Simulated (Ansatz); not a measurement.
# Stability checks on a candidate for LiCl

The cell was found from a structure generator's guess, not taken from experiment.

All numbers below come from DFT PBE, scalar-relativistic, plane waves, PAW (Ansatz). The final run on the 4-atom cell used 420 eV, a Γ-centred 6×6×4 mesh, 0.02 eV smearing and no spin polarisation.

```
CELL_PARAMETERS angstrom
3.92891 0.00000 0.00000
-1.96446 3.40254 0.00000
0.00000 0.00000 6.28361
ATOMIC_POSITIONS crystal
Li 0.33333 0.66667 0.81557
Li 0.66667 0.33333 0.31557
Cl 0.66667 0.33333 0.93448
Cl 0.33333 0.66667 0.43448
```

The zero of energy is the elements' standard structures at the same level (Cl₂ as a molecule); no fitted shifts are applied.

Q: These tests were run: energy against the elements; phonons on a 2×2×1 q mesh. What do they show?

A:

```
                       test                         result
energy against the elements                 −1.878 eV/atom
  phonons on a 2×2×1 q mesh  no imaginary mode on the mesh
```

It fails none of these tests. Whether a mixture of other phases lies lower isn't tested here.

The run for the phonons used a 6×6×4 k mesh.
